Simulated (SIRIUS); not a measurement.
# MgB2: single point with PBE

The system is MgB2.

```
Mg B
1.0
     3.08500    0.00000    0.00000
    -1.54250    2.67169    0.00000
     0.00000    0.00000    3.52300
Mg B
1 2
Direct
  0.00000 0.00000 0.00000
  0.66667 0.33333 0.50000
  0.33333 0.66667 0.50000
```

| Quantity | Value |
| --- | --- |
| Program | SIRIUS 7.10.0 |
| Task | single point |
| Functional | PBE |
| Potentials or basis | SG15 1.2 PBE (norm-conserving) |
| Cutoff | 1152 eV |
| Density cutoff | 4606 eV |
| k mesh | 10 × 10 × 8 |
| Occupations | fermi-dirac, width 0.05 eV |
| Spin | no spin polarisation |
| Libxc names | ["XC_GGA_X_PBE", "XC_GGA_C_PBE"] |
| Energy tol | 1e-08 Ha |
| Density tol | 1e-06 |
| Mixer | anderson |
| Mixing beta | 0.7 |
| Max scf | 100 |
| Radial cutoff for the potentials' integrals | 6.5 bohr |

The pressure is -1.7 GPa and the band gap on the k mesh is none (metal or under the smearing width).

Stress tensor (GPa, compression positive):
```
-1.94  0.00  0.00
 0.00 -1.94  0.00
 0.00  0.00 -1.22
```

Wall time 74 s on 1 thread of Arm Neoverse V1, on a shared host, peak memory 0.32 GiB.
